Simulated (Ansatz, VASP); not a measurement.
**Ti in VASP and in Ansatz**

```
Ti
1.0
     2.75416    0.00000    0.00000
    -1.37708    2.38518    0.00000
     0.00000    0.00000    4.38880
Ti
2
Direct
  0.33333 0.66667 0.25000
  0.66667 0.33333 0.75000
```

Alike in both runs: functional LDA; k mesh 16 × 16 × 9; occupations fermi-dirac, width 0.05 eV; no spin polarisation.

Ansatz relaxed the structure, and its values are those at the end. VASP's run is a single point on that final structure, the one shown.

|  | VASP | Ansatz |
| --- | --- | --- |
| version | VASP 6.6.1 | Ansatz 0.2.0 |
| potentials or method | VASP PAW LDA potentials, release 64 (Ti_sv), cutoff 520 eV | all-electron LAPW, scalar-relativistic |

Ansatz gave:

| Property | Result |
| --- | --- |
| pressure (GPa) | 17.0 |

What did VASP give for the same quantities?

Pressure (GPa): 16.6.

Ansatz ran all-electron here, so the differences hold the error of VASP's frozen core and of both bases.

Caveats: so large a pressure means that the cell lies far from this level's equilibrium, or that cutoff or potentials fall short (VASP).
